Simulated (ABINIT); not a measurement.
The system is Ca.

```
Ca
1.0
     0.00000    2.79420    2.79420
     2.79420    0.00000    2.79420
     2.79420    2.79420    0.00000
Ca
1
Cartesian
  0.0000 0.0000 0.0000
```

| Item | Value |
| --- | --- |
| Program | ABINIT 10.8.3 (patched build) |
| Task | relaxation of cell and atoms |
| Functional | LDA |
| Potentials or basis | PseudoDojo NC SR LDA v0.4.1 standard |
| Cutoff | 980 eV |
| k mesh | 6 × 6 × 6 |
| Occupations | fermi-dirac, width 0.05 eV |
| Spin | no spin polarisation |

At the start: pressure -2.2 GPa; volume 43.63 Å³/atom.

Question: How do energy, volume and symmetry change on relaxing?

Answer: Over 5 steps the energy falls by 43.2 meV/atom and the volume is 37.89 Å³/atom (-13.2 %); space group Fm-3m (No. 225, to 0.05 Å).

The path:
```csv
step,energy change (eV),largest force (eV/Å),pressure (GPa),volume (Å³)
1,0.0000,0.0000,-2.17,43.63
2,-0.0038,0.0000,-2.09,43.34
3,-0.0422,0.0000,0.43,37.09
4,-0.0432,0.0000,-0.05,37.98
5,-0.0432,0.0000,0.00,37.89
```

Final structure:
```
CELL_PARAMETERS angstrom
0.00000 2.66575 2.66575
2.66575 0.00000 2.66575
2.66575 2.66575 0.00000
ATOMIC_POSITIONS crystal
Ca 0.00000 0.00000 0.00000
```

Caveat: the volume moved by -13 % from the deposited cell, more than functionals usually miss.
